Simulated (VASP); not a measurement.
Set up this calculation in VASP 6.6.1, as the native input.

```yaml
Task: single point
Functional: LDA
Potentials_or_basis: VASP PAW LDA potentials, release 64 (H, C, N)
Cutoff: 520 eV
k_mesh: 2 × 2 × 2
Occupations: gaussian, width 0.03 eV
Spin: no spin polarisation
Further_INCAR_settings: ALGO = Normal; EDIFF = 1e-06; NBANDS = 166
```

The structure of HC60N3 (a cell with a defect) lies in POSCAR:

```
HC60N3
1.0
    7.1400000000      0.0000000000      0.0000000000
    0.0000000000      7.1400000000      0.0000000000
    0.0000000000      0.0000000000      7.1400000000
H C N
1 60 3
Direct
    0.5245286500      0.5245286500      0.5245286500
    0.6319130000      0.6319130000      0.6319130000
    0.5014860000      0.7507060000      0.7507060000
    0.7507060000      0.5014860000      0.7507060000
    0.7507060000      0.7507060000      0.5014860000
    0.4950870000      0.2505090000      0.7494590000
    0.4950870000      0.7494590000      0.2505090000
    0.2505090000      0.4950870000      0.7494590000
    0.7494590000      0.4950870000      0.2505090000
    0.2505090000      0.7494590000      0.4950870000
    0.7494590000      0.2505090000      0.4950870000
    0.6235760000      0.3759650000      0.8734240000
    0.6235760000      0.8734240000      0.3759650000
    0.3759650000      0.6235760000      0.8734240000
    0.8734240000      0.6235760000      0.3759650000
    0.3759650000      0.8734240000      0.6235760000
    0.8734240000      0.3759650000      0.6235760000
    0.5050870000      0.2510410000      0.2510410000
    0.2510410000      0.5050870000      0.2510410000
    0.2510410000      0.2510410000      0.5050870000
    0.1273950000      0.6227350000      0.6227350000
    0.6227350000      0.1273950000      0.6227350000
    0.6227350000      0.6227350000      0.1273950000
    0.9999620000      0.4999560000      0.4999560000
    0.4999560000      0.9999620000      0.4999560000
    0.4999560000      0.4999560000      0.9999620000
    0.1278200000      0.3773090000      0.3773090000
    0.3773090000      0.1278200000      0.3773090000
    0.3773090000      0.3773090000      0.1278200000
    0.6239330000      0.8758650000      0.8758650000
    0.8758650000      0.6239330000      0.8758650000
    0.8758650000      0.8758650000      0.6239330000
    0.0011195000      0.7494200000      0.7494200000
    0.7494200000      0.0011195000      0.7494200000
    0.7494200000      0.7494200000      0.0011195000
    0.1237350000      0.3750450000      0.8761320000
    0.1237350000      0.8761320000      0.3750450000
    0.3750450000      0.1237350000      0.8761320000
    0.8761320000      0.1237350000      0.3750450000
    0.3750450000      0.8761320000      0.1237350000
    0.8761320000      0.3750450000      0.1237350000
    0.9987500000      0.2495250000      0.7493430000
    0.9987500000      0.7493430000      0.2495250000
    0.2495250000      0.9987500000      0.7493430000
    0.7493430000      0.9987500000      0.2495250000
    0.2495250000      0.7493430000      0.9987500000
    0.7493430000      0.2495250000      0.9987500000
    0.1237820000      0.1237820000      0.6246850000
    0.1237820000      0.6246850000      0.1237820000
    0.6246850000      0.1237820000      0.1237820000
    0.0017403000      0.2503660000      0.2503660000
    0.2503660000      0.0017403000      0.2503660000
    0.2503660000      0.2503660000      0.0017403000
    0.1249420000      0.8743930000      0.8743930000
    0.8743930000      0.1249420000      0.8743930000
    0.8743930000      0.8743930000      0.1249420000
    0.9999680000      0.9999680000      0.4998950000
    0.9999680000      0.4998950000      0.9999680000
    0.4998950000      0.9999680000      0.9999680000
    0.1254050000      0.1254050000      0.1254050000
    0.9997840000      0.9997840000      0.9997840000
    0.6351560000      0.3648080000      0.3648080000
    0.3648080000      0.6351560000      0.3648080000
    0.3648080000      0.3648080000      0.6351560000
```

The cell was built by a generator and needn't be a form met in nature.

These files were run (other wordings do the same):

INCAR

```
SYSTEM = HC60N3
PREC = Accurate
ENCUT = 520
EDIFF = 1E-6
ISMEAR = 0
SIGMA = 0.03
LREAL = .FALSE.
LASPH = .TRUE.
NELM = 60
ALGO = Normal
ISIF = 2
LWAVE = .FALSE.
LCHARG = .TRUE.
GGA = CA
LELF = .TRUE.
LVHAR = .TRUE.
NBANDS = 166
```

KPOINTS

```
regular mesh
0
G
  2 2 2
  0 0 0
```

Potentials or basis: VASP PAW LDA potentials, release 64 (H, C, N).

Command:

```bash
$ cat potpaw_LDA.64/H/POTCAR potpaw_LDA.64/C/POTCAR potpaw_LDA.64/N/POTCAR > POTCAR
$ mpirun -np 1 vasp_std > vasp.out
```

Results of the run:

* Pressure: -13.5 GPa
* Largest force: 3.690 eV/Å
* Band gap on the k mesh: 3.43 eV, indirect (least direct gap 3.48 eV)

Caveat: the k mesh is coarse (spacing up to 0.44 Å⁻¹), so the values aren't converged.

Wall time 9.1 min on 1 thread of Intel(R) Xeon(R) Platinum 8259CL CPU @ 2.50GHz (Skylake/Cascade Lake), with other jobs on the host, peak memory 0.41 GiB.
